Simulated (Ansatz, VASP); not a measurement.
**ZnS in VASP and in Ansatz**

```
CELL_PARAMETERS angstrom
0.00000 2.70200 2.70200
2.70200 0.00000 2.70200
2.70200 2.70200 0.00000
ATOMIC_POSITIONS crystal
Zn 0.75000 0.75000 0.75000
S 0.00000 0.00000 0.00000
```

Alike in both runs: task relaxation of cell and atoms; functional SVWN5; k mesh 9 × 9 × 9; occupations fermi-dirac, width 0.05 eV; no spin polarisation.

|  | VASP | Ansatz |
| --- | --- | --- |
| version | VASP 6.6.1 | Ansatz 0.2.0 |
| potentials or method | VASP PAW PBE potentials, release 64 (Zn, S) | Ansatz PAW |
| plane-wave cutoff (eV) | 600 | 420 |
| valence electrons in the cell | 18 | 18 |

VASP gave:

| Property | Result |
| --- | --- |
| relaxed volume (Å³/atom) | 18.63 |
| relaxed cell length with the largest relative difference (Å) | 3.749 |
| energy change over the relaxation (meV/atom) | -16 |

Q: What did Ansatz give for the same quantities?

A: Relaxed volume (Å³/atom): 18.56; relaxed cell length with the largest relative difference (Å): 3.745; energy change over the relaxation (meV/atom): -18.

Caveats: the PAW data sets were made with another functional, which shifts forces and pressure a little (VASP); the plane-wave basis is chosen anew once the cell has moved, so the energies of steps on either side of that aren't comparable (Ansatz); the PAW data sets come from PBE, with cores solved anew for the run's functional, which leaves a small shift of forces and pressure (Ansatz).
